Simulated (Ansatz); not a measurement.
```
Sn O
1.0
     0.00000    2.43663    2.43663
     2.43663    0.00000    2.43663
     2.43663    2.43663    0.00000
Sn O
1 2
Direct
  0.00000 0.00000 0.00000
  0.25000 0.25000 0.25000
  0.75000 0.75000 0.75000
```

```json
{
 "orbitals": "PBE",
 "datasets": "all-electron datasets in plane waves (scalar-relativistic, Gaussian nuclei)",
 "k mesh": "4×4×4",
 "empty bands": "186",
 "response cutoff": "200 eV",
 "wave cutoff": "3300 eV",
 "frequencies": "plasmon pole, fitted at 0 and 27.61i eV",
 "q → 0 term": "analytic weight of Carrier, Rohra and Görling",
 "band sums": "cut at the band count",
 "spin-orbit coupling": "off"
}
```

Program: Ansatz. The Kohn-Sham gap (from k = (0.25, -0.5, -0.25) to Γ) is 1.54 eV.

Q: Estimate the linearised G0W0 gap between these edges.

A: 2.89 eV, a change of +1.35 eV. The valence edge moves by -0.61 eV (Z = 0.79) and the conduction edge by +0.74 eV (Z = 0.84).

The cell is a model at fixed atoms and needn't be the relaxed known crystal. Points k are given in fractions of the reciprocal vectors. The mesh is coarse, so these are values at the stated settings, not converged ones. Band sums or response are cut, so the gap isn't at its basis limit. The gap is read on the mesh, and the crystal's band edges can lie off it.
